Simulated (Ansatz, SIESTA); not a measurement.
## One calculation of KMgF3, 3 ways

```xyz
5
Lattice="3.9859 0.0000 0.0000 0.0000 3.9859 0.0000 0.0000 0.0000 3.9859" Properties=species:S:1:pos:R:3 pbc="T T T"
K     1.9929    1.9929    1.9929
Mg    0.0000    0.0000    0.0000
F     0.0000    0.0000    1.9929
F     0.0000    1.9929    0.0000
F     1.9929    0.0000    0.0000
```

Alike in all runs: task band structure; functional PBE; k mesh 7 × 7 × 7; occupations fermi-dirac, width 0.05 eV; no spin polarisation; no spin-orbit coupling. Pressure is positive in compression and, in plane waves, holds the error of the finite cutoff, which Ansatz's Pulay term estimates and takes out. Gaps are the smaller of the mesh's and the band path's.

```csv
program and potentials,plane-wave cutoff (eV),notes,band gap (eV),pressure (GPa)
"Ansatz, Ansatz PAW",420,Pulay term of +0.52 GPa included,7.33,3.78
"Ansatz, all-electron LAPW, scalar-relativistic",-,-,?,?
"SIESTA, files PseudoDojo sr-pbe-0.4.1-standard, DZP (energy shift 0.003 Ry; two zetas on semicore shells; d shell added on K)",-,atomic basis,7.24,4.61
```

Q: Estimate from the other rows what the run with Ansatz, all-electron LAPW, scalar-relativistic gave.

A: Band gap 7.32 eV; pressure 3.78 GPa. The other rows, which needn't bracket it: band gap 7.24 to 7.33; pressure 3.78 to 4.61.
